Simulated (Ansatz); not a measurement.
# Sb: the cost of one run

Program: Ansatz 0.2.0. Level of theory: DFT PBE, scalar-relativistic. These are calculated values, not measurements.

## Step 1: The starting structure

Symmetry: I4/mmm, No. 139, tetragonal system. Conventional cell: a = 3.010 Å, b = 3.010 Å, c = 4.960 Å, α = 90.00°, β = 90.00°, γ = 90.00°. Sb (site symmetry 4/mmm) is surrounded by 12 Sb at 3.01 to 3.27 Å.

Structure file:

```xyz
1
Lattice="-1.5050 1.5050 2.4800 1.5050 -1.5050 2.4800 1.5050 1.5050 -2.4800" Properties=species:S:1:pos:R:3 pbc="T T T"
Sb    0.0000    0.0000    0.0000
```

## Step 2: Volume × 0.96, LAPW

Input file input.yaml:

```yaml
crystal:
  lattice:
    - [-1.4846596688, 1.4846596688, 2.4464823777]
    - [1.4846596688, -1.4846596688, 2.4464823777]
    - [1.4846596688, 1.4846596688, -2.4464823777]
  atoms:
    - { symbol: Sb, position: [0.0, 0.0, 0.0] }
kpoints:
  mp_grid: { grid: [19, 19, 19] }
  band_path:
    path:
      - [0.0, 0.0, 0.0]
      - [0.0, 0.0, 0.5]
      - [0.25, 0.25, 0.25]
      - [0.0, 0.5, 0.0]
      - [0.0, 0.0, 0.0]
      - [0.5, 0.5, -0.5]
      - [0.3420681988, 0.6579318012, -0.3420681988]
      - [-0.3420681988, 0.3420681988, 0.3420681988]
      - [0.0, 0.0, 0.0]
    npoints: 5
scf:
  occupations: { method: fermi_dirac, width: 0.05 }
hamiltonian:
  xc: pbe
  pseudopotentials: { kind: all_electron, lapw: { basis_error: 0.00025 } }
output:
  forces: true
  stress: true
  eigenvalues: true
```

Run with:

```
> ansatz run input.yaml --threads 1 --pin off --max-ram 3072MiB --backend cpu --events-out ev --progress --plain --runs-dir out
```

What time and memory should one allow on 1 thread of Intel Xeon 6975P-C (Granite Rapids), shared host?

About 25 s, with a peak of 0.74 GiB.
